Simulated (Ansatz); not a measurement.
Space group P3m1 (No. 156). a = 2.984 Å, b = 2.984 Å, c = 27.878 Å, α = 90.00°, β = 90.00°, γ = 120.00°
```csv
atom,site,symmetry,x,y,z
Al,1c,3m.,0.6667,0.3333,0.6757
Al,1a,3m.,0.0000,0.0000,0.7563
Al,1b,3m.,0.3333,0.6667,0.8377
Al,1b,3m.,0.3333,0.6667,0.5945
Al,1b,3m.,0.3333,0.6667,0.0907
Al,1c,3m.,0.6667,0.3333,0.1845
Al,1a,3m.,0.0000,0.0000,0.9981
Al,1a,3m.,0.0000,0.0000,0.2712
Al,1c,3m.,0.6667,0.3333,0.9190
Al,1c,3m.,0.6667,0.3333,0.4319
Al,1a,3m.,0.0000,0.0000,0.5134
Al,1b,3m.,0.3333,0.6667,0.3508
N,1a,3m.,0.0000,0.0000,0.0663
N,1b,3m.,0.3333,0.6667,0.1584
```

Equation of state of this Al6N structure (not necessarily the ground state), with shape and atoms relaxed at each volume where symmetry leaves them free. It has no gap at any of these volumes. All numbers below come from DFT PBE, scalar-relativistic, plane waves, PAW (Ansatz).

Cutoff 420 eV; k points 12×12×2 on the computed 14-atom cell (Γ-centred); Gaussian smearing, width 0.10 eV; no spin polarisation.

```
V (Å³/atom)  E − E(largest V) (meV/atom)  P (GPa)
     13.515                        40.82    14.67
     13.975                         5.39    10.08
     14.436                       -17.84     6.16
     14.897                       -30.69     2.83
     15.358                       -34.70     0.00
     15.818                       -31.21    -2.39
     16.279                       -21.35    -4.42
     16.893                         0.00    -6.63
```

Problem. Fit a third-order Birch–Murnaghan equation, E = E0 + (9V0B0/16)·[(x − 1)³B0' + (x − 1)²(6 − 4x)] with x = (V0/V)^(2/3), to E(V).

Solution. V0 = 15.36 Å³/atom, B0 = 86 GPa, B0' = 4.4.

The cell was found from a proposed guess, not taken from experiment.
